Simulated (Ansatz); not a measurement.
Phases of SiC at 51 GPa

Structure types of SiC are relaxed in primitive cells with their symmetry kept at 51 GPa, on PAW files; LAPW relaxes the small cells further and takes the PAW cell for the others (marked *). The enthalpy is E + pV at zero temperature, without zero-point motion. Only the types listed were tried, and differences under about 5 meV/atom are mesh noise. The real phase may be another.

Level of theory: DFT with PBE, scalar-relativistic, in Ansatz 0.2.0; Fermi–Dirac smearing of 0.1 eV, no spin polarisation. LAPW: all electrons, basis error target 0.5 meV/atom; PAW: frozen-core files, cutoff 420 eV.

k meshes: rocksalt 16×16×16, CsCl 15×15×15, zincblende 16×16×16, wurtzite 12×12×7, NiAs 12×12×7.

**Question.** Which type is lowest in enthalpy, and by how much?

**Answer.** zincblende, 4 meV/atom below wurtzite, which is within the noise of the k meshes. The whole table:

```tsv
start type	ends as	a, b, c (Å)	V (Å³/atom)	H − H(lowest), LAPW (meV/atom)	same, PAW
rocksalt	rocksalt, Fm-3m	3.861, 3.861, 3.861	7.19	143.8	141.1
CsCl	CsCl, Pm-3m	2.476, 2.476, 2.476	7.59	1661.9	1661.6
zincblende	zincblende, F-43m	4.135, 4.135, 4.135	8.84	0.0	0.0
wurtzite*	wurtzite, P6_3mc	2.922, 2.922, 4.786	8.85	4.3	4.1
NiAs*	NiAs, P6_3/mmc	2.722, 2.722, 4.549	7.30	228.1	225.6
```
